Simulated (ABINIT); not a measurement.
Wanted: the native input for an ABINIT 10.8.3 (patched build) run.

| Property | Result |
| --- | --- |
| Task | single point |
| Functional | PBE |
| Potentials or basis | JTH PAW PBE v2.0 |
| Cutoff | 707 eV |
| k mesh | 10 × 10 × 10 |
| Occupations | fermi-dirac, width 0.05 eV |
| Spin | collinear spin, ferromagnetic start |
| Starting moments | [5.0, 0.0] μB |
| Fine-grid cutoff | 1306.15 eV |

The system is CoSi.

```xyz
2
Lattice="2.7813 0.0000 0.0000 0.0000 2.7813 0.0000 0.0000 0.0000 2.7813" Properties=species:S:1:pos:R:3 pbc="T T T"
Co    0.0000    0.0000    0.0000
Si    1.3907    1.3907    1.3907
```

Measurements of this composition are mostly on another form, of space group No. 198.

These files were run (other wordings do the same):

run.abi

```
# Pseudopotentials
pp_dirpath "./"
pseudos "Co.GGA_PBE-JTH.xml, Si.GGA_PBE-JTH.xml"

# Structure
acell 5.2559595211 5.2559595211 5.2559595211
rprim
     1.0000000000     0.0000000000     0.0000000000
     0.0000000000     1.0000000000     0.0000000000
     0.0000000000     0.0000000000     1.0000000000
ntypat 2
znucl 27 14
natom 2
typat 1 2
xcart
     0.0000000000     0.0000000000     0.0000000000
     1.3906670000     1.3906670000     1.3906670000 Angstrom

# Plane-wave basis
ecut 26.0
pawecutdg 48.0
pawxcdev 0

# k points
kptopt 1
ngkpt 10 10 10
nshiftk 1
shiftk 0.0 0.0 0.0

# Exchange and correlation
ixc 11

# Bands and occupations
nband 15
occopt 3
tsmear 0.05 eV

# Spin
nsppol 2
spinat
     0.0000000000     0.0000000000     5.0000000000
     0.0000000000     0.0000000000     0.0000000000

# SCF cycle
nstep 100
tolvrs 1.0e-9

# Output
iomode 3
prtwf 0
prtden 0
prteig 0
prtebands 0
enunit 2
```

Potentials or basis: JTH PAW PBE v2.0.

Command:

```sh
$ abinit run.abi > log 2>&1
```

It gave:

| Quantity | Value |
| --- | --- |
| Pressure | 0.8 GPa |
| Band gap on the k mesh | none (metal or under the smearing width) |
| Net moment | 0.55 μB per cell |
| Site moments | Co +0.56; Si +0.01 μB |
| Valence electrons inside the program's atomic spheres | Co 15.75; Si 1.55 |

Caveat: the moment fell far below its start of 5 μB, so a state of higher moment may lie lower in energy.

Run time: 2.4 min on 1 thread of Arm Neoverse V2 (shared host), peak memory 0.15 GiB.
